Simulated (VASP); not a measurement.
# Si (I4/mmm) in VASP: notebook

The runs below take Si through single point, with PBEsol.

Program: VASP 6.6.1. These are calculated values, not measurements. Logs are shortened: lines on timing, memory, paths and dates and some standing lists are left out, and cuts for length are marked.

### Step 1. The structure

The structure is tetragonal, space group I4/mmm (No. 139). Conventional cell: a = 3.254 Å, b = 3.254 Å, c = 2.641 Å, α = 90.00°, β = 90.00°, γ = 90.00°. Si (site symmetry 4/mmm) has 10 Si at 2.64 to 2.65 Å as nearest neighbours.

This isn't the form of Si at room conditions, which is diamond.

### Step 2. Single point, PBEsol

Input file INCAR:

```
SYSTEM = Si
PREC     = Accurate       ! precision mode
ENCUT    = 300            ! plane-wave cutoff, eV
EDIFF    = 1E-6           ! SCF threshold, eV
ISMEAR   = 0              ! smearing method
SIGMA    = 0.05           ! smearing width, eV
LREAL    = .False.        ! projectors in reciprocal space
LASPH    = .True.         ! aspherical terms in the spheres
NELM     = 100            ! most SCF steps
ALGO     = Normal         ! electronic algorithm
ISIF     = 2              ! what is computed and relaxed
LWAVE    = .False.        ! write WAVECAR
LCHARG   = .False.        ! write CHGCAR
GGA      = PS             ! functional
ADDGRID  = .False.
```

Input file KPOINTS:

```
Automatic mesh
0
Gamma
  3 3 3
  0 0 0
```

Input file POSCAR:

```
Si
1.0
   -1.6269149300      1.6269149300      1.3203298500
    1.6269149300     -1.6269149300      1.3203298500
    1.6269149300      1.6269149300     -1.3203298500
Si
1
Direct
    0.0000000000      0.0000000000      0.0000000000
```

Potentials or basis: VASP PAW PBE potentials, release 64 (Si).

Launch:

```console
$ cat potpaw_PBE.64/Si/POTCAR > POTCAR
$ mpirun -np 1 vasp_std > vasp.out
```

OUTCAR:

```text
SYSTEM = Si
   PREC = Accurate
   ENCUT = 300
   EDIFF = 1E-6
   ISMEAR = 0
   LREAL = .False.
   LASPH = .True.
   NELM = 100
   ISIF = 2
   GGA = PS

 Found      6 irreducible k-points:

 Following reciprocal coordinates:
            Coordinates               Weight
  0.000000  0.000000  0.000000      1.000000
  0.333333  0.000000  0.000000      8.000000
  0.333333  0.333333  0.000000      8.000000
 -0.333333  0.333333  0.000000      4.000000
 -0.333333  0.333333  0.333333      4.000000
 -0.333333 -0.333333  0.333333      2.000000
   k-points           NKPTS =      6   k-points in BZ     NKDIM =      6   number of bands    NBANDS=      6
   number of dos      NEDOS =    301   number of ions     NIONS =      1
   total plane-waves  NPLWV =   4096
   dimension x,y,z NGX =    16 NGY =   16 NGZ =   16
   dimension x,y,z NGXF=    32 NGYF=   32 NGZF=   32
   ions per type =               1
   NGX,Y,Z   is equivalent  to a cutoff of  10.03, 10.03, 10.03 a.u.
   NGXF,Y,Z  is equivalent  to a cutoff of  20.05, 20.05, 20.05 a.u.
 SYSTEM =  Si
   PREC   = accura    normal or accurate (medium, high low for compatibility)
   ISTART =      0    job   : 0-new  1-cont  2-samecut
   ICHARG =      2    charge: 1-file 2-atom 10-const
   ISPIN  =      1    spin polarized calculation?
   LNONCOLLINEAR =      F non collinear calculations
   LSORBIT =      F    spin-orbit coupling
   LASPH  =      T    aspherical Exc in radial PAW
   ENCUT  =  300.0 eV  22.05 Ry    4.70 a.u.   3.75  3.75  3.75*2*pi/ulx,y,z
   NELM   =    100;   NELMIN=  2; NELMDL= -5     # of ELM steps
   EDIFF  = 0.1E-05   stopping-criterion for ELM
   LREAL  =      F    real-space projection
   EDIFFG = 0.1E-04   stopping-criterion for IOM
   NSW    =      0    number of steps for IOM
   IBRION =     -1    ionic relax: 0-MD 1-quasi-New 2-CG
   NFREE  =      0    steps in history (QN), initial steepest desc. (CG)
   ISIF   =      2    stress and relaxation
   ISYM   =      2    0-nonsym 1-usesym 2-fastsym
   POTIM  = 0.5000    time-step for ionic-motion
   TEBEG  =    0.0;   TEEND  =   0.0 temperature during run
   PSTRESS=    0.0 pullay stress
   NELECT =       4.0000    total number of electrons
   NUPDOWN=      -1.0000    fix difference up-down
   EMIN   =  10.00;   EMAX   =-10.00  energy-range for DOS
   EFERMI =   0.00;   METHOD = LEGACY
   ISMEAR =     0;   SIGMA  =   0.05  broadening in eV -4-tet -1-fermi 0-gaus
   EFERMI_NEDOS =   21; number of points for ismear=-14 and -15
   IALGO  =     38    algorithm
   IMIX   =      4    mixing-type and parameters
     AMIX     =   0.40;   BMIX     =  1.00
     AMIX_MAG =   1.60;   BMIX_MAG =  1.00
  volume/ion in A,a.u.               =      13.98        94.33
  Fermi-wavevector in a.u.,A,eV,Ry     =   1.078791  2.038620 15.834335  1.163791
  Thomas-Fermi vector in A             =   2.214739
   LORBIT       =      0    0 simple, 1 ext, 2 COOP (PROOUT), +10 PAW based schemes
   GGA     = PS    functional components
   LHFCALC =     F    Hartree Fock is set to
   AEXX    =    0.0000 exact exchange contribution
   IVDW    =     0    specifies the selected vdW correction
   LEPSILON=     F    determine dielectric tensor
   LRPA    =     F    only Hartree local field effects (RPA)
 non-spin polarized calculation
 Gauss-broadening in eV      SIGMA  =   0.05
  energy-cutoff  :      300.00
  volume of cell :       13.98
 maximum number of plane-waves:       168
   NGX =  7   NGY =  7   NGZ =  7

 number of electron       4.0000001 magnetization

 Free energy of the ion-electron system (eV)
  ---------------------------------------------------
  ext. energy  EPLUGINS =         0.00000000
  ---------------------------------------------------
  free energy    TOTEN  =        -5.37854960 eV

  energy without entropy =       -5.37522068  energy(sigma->0) =       -5.37688514

 E-fermi :  10.2793     XC(G=0): -11.3733

 val. band max:       10.2554094435   @ k =  -0.3333  -0.3333   0.3333
 cond. band min:      10.5913284118   @ k =   0.3333   0.0000   0.0000
 fundamental gap:      0.3359189683
 Fermi energy:        10.2792561754

 k-point     1 :       0.0000    0.0000    0.0000
  band No.  band energies     occupation
      1      -4.2153      2.00000
      2      20.1653      0.00000
      3      20.7021      0.00000
      4      20.7021      0.00000
      5      23.4797      0.00000
      6      24.3970      0.00000

 k-point     2 :       0.3333    0.0000    0.0000
  band No.  band energies     occupation
      1      -0.4092      2.00000
      2      10.5913      0.00000
      3      15.6463      0.00000
      4      17.4960      0.00000
      5      18.3121      0.00000
      6      21.0707      0.00000

 k-point     3 :       0.3333    0.3333    0.0000
  band No.  band energies     occupation
      1       4.9439      2.00000
      2       6.0422      2.00000
      3       7.8089      2.00000
      4      16.1146      0.00000
      5      22.0600      0.00000
      6      23.8741      0.00000

 k-point     4 :      -0.3333    0.3333    0.0000
  band No.  band energies     occupation
      1      -1.2091      2.00000
      2       7.6718      2.00000
      3      20.1696      0.00000
      4      22.0290      0.00000
      5      22.6204      0.00000
      6      22.7001      0.00000

 k-point     5 :      -0.3333    0.3333    0.3333
  band No.  band energies     occupation
      1       1.7569      2.00000
      2       9.5362      2.00000
      3      11.7077      0.00000
      4      16.0008      0.00000
      5      18.5145      0.00000
      6      19.4106      0.00000

 k-point     6 :      -0.3333   -0.3333    0.3333
  band No.  band energies     occupation
      1       4.8562      2.00000
      2      10.2554      1.50000
      3      10.2554      1.50000
      4      11.2741      0.00000
      5      14.0589      0.00000
      6      29.1684      0.00000

------------------------ aborting loop because EDIFF is reached ----------------------------------------

  FORCE on cell =-STRESS in cart. coord.  units (eV):
  Direction    XX          YY          ZZ          XY          YZ          ZX
  --------------------------------------------------------------------------------------
  -------------------------------------------------------------------------------------
  Total        0.1182275      0.1182275     -1.0150584      0.0000000     -0.0000000      0.0000000
  in kB       13.5505513     13.5505513   -116.3401177      0.0000000     -0.0000000      0.0000000
  external PRESSURE =     -29.7463384 kB  Pullay stress =       0.0000000 kB

 VOLUME and BASIS-vectors are now :
 -----------------------------------------------------------------------------
  energy-cutoff  :      300.00
  volume of cell :       13.98
      direct lattice vectors                 reciprocal lattice vectors
    -1.626914930  1.626914930  1.320329850     0.000000000  0.307330144  0.378693249
     1.626914930 -1.626914930  1.320329850     0.307330144  0.000000000  0.378693249
     1.626914930  1.626914930 -1.320329850     0.307330144  0.307330144  0.000000000

 POSITION                                       TOTAL-FORCE (eV/Angst)
 -----------------------------------------------------------------------------------
      0.00000      0.00000      0.00000         0.000000      0.000000      0.000000
 -----------------------------------------------------------------------------------
    total drift:                               -0.000000      0.000000      0.000000

  FREE ENERGIE OF THE ION-ELECTRON SYSTEM (eV)
  ---------------------------------------------------
  free  energy   TOTEN  =        -5.3785496024 eV

  energy  without entropy=       -5.3752206843  energy(sigma->0) =       -5.37688514
```

Run time: 0.8 s. Hardware: 1 thread of Intel Xeon 6975P-C (Granite Rapids), shared host; peak memory 0.1 GiB.

The run converged, but some of its settings lie outside the range that counts as converged, so its numbers aren't taken as properties of the crystal.

Results:

```
Free energy            : -5.3785 eV
Pressure               : -3.0 GPa
Band gap on the k mesh : none (metal or under the smearing width)
```

Caveat: the k mesh is coarse (spacing up to 1.02 Å⁻¹), so the values aren't converged; the cutoff is under 1.25 times the usual one of these potentials, so pressure, stress and relaxed cells hold a basis-set (Pulay) error; the PAW data sets were made with another functional, which shifts forces and pressure a little.

### Step 3. Single point, PBEsol

INCAR, as its differences from that of step 2:

```diff
@@ -2,3 +2,3 @@
 PREC     = Accurate       ! precision mode
-ENCUT    = 300            ! plane-wave cutoff, eV
+ENCUT    = 350            ! plane-wave cutoff, eV
 EDIFF    = 1E-6           ! SCF threshold, eV
```

KPOINTS is that of step 2.

POSCAR is that of step 2.

Potentials or basis: VASP PAW PBE potentials, release 64 (Si).

Launch:

```console
$ cat potpaw_PBE.64/Si/POTCAR > POTCAR
$ mpirun -np 1 vasp_std > vasp.out
```

Wall time 0.8 s (1 thread of Intel Xeon 6975P-C (Granite Rapids), shared host); peak memory 0.1 GiB.

The run converged, but some of its settings lie outside the range that counts as converged, so its numbers aren't taken as properties of the crystal.

What came out:

| Property | Result |
| --- | --- |
| Free energy | -5.3842 eV |
| Pressure | -2.8 GPa |
| Band gap on the k mesh | none (metal or under the smearing width) |

Caveat: the k mesh is coarse (spacing up to 1.02 Å⁻¹), so the values aren't converged; the PAW data sets were made with another functional, which shifts forces and pressure a little.

### Step 4. The reference run

An earlier run on the cell as given: functional PBE; potentials or basis VASP PAW PBE potentials, release 64 (Si); cutoff 520 eV; k mesh 13 × 13 × 13; occupations fermi-dirac, width 0.05 eV; no spin polarisation.

- Pressure: 3.5 GPa
- Band gap on the k mesh: none (metal or under the smearing width)
